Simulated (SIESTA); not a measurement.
GaP in SIESTA: the effect of functional

The system is GaP.

```xyz
2
Lattice="0.0000 2.7252 2.7252 2.7252 0.0000 2.7252 2.7252 2.7252 0.0000" Properties=species:S:1:pos:R:3 pbc="T T T"
Ga    0.0000    0.0000    0.0000
P     4.0879    4.0879    4.0879
```

Alike in all runs:

```yaml
Program: SIESTA 5.4.2
Task: band structure
Basis: DZP (energy shift 0.003 Ry; two zetas on semicore shells)
Grid_cutoff: 800 Ry
Energy_shift: 0.003 Ry
k_mesh: 8 × 8 × 8
Occupations: fermi-dirac, width 0.05 eV
Spin: no spin polarisation
```

```tsv
functional	potentials or basis	gap on the mesh (eV)	pressure (GPa)
AM05	PseudoDojo 0.4 standard (PBEsol files)	?	?
BLYP	PseudoDojo 0.4 standard (PBE files)	1.67	6.8
vdW-DF-cx	PseudoDojo 0.4 standard (PBE files)	1.58	1.5
```

**Question.** What does the run with functional AM05 give?

**Answer.** gap on the mesh 1.60 eV; pressure 0.2 GPa.

Caveats: the potentials were made for another functional, which shifts forces and pressure; the basis of atomic orbitals isn't converged, which shifts pressures, moduli and gaps.

A k mesh can miss the band edges.
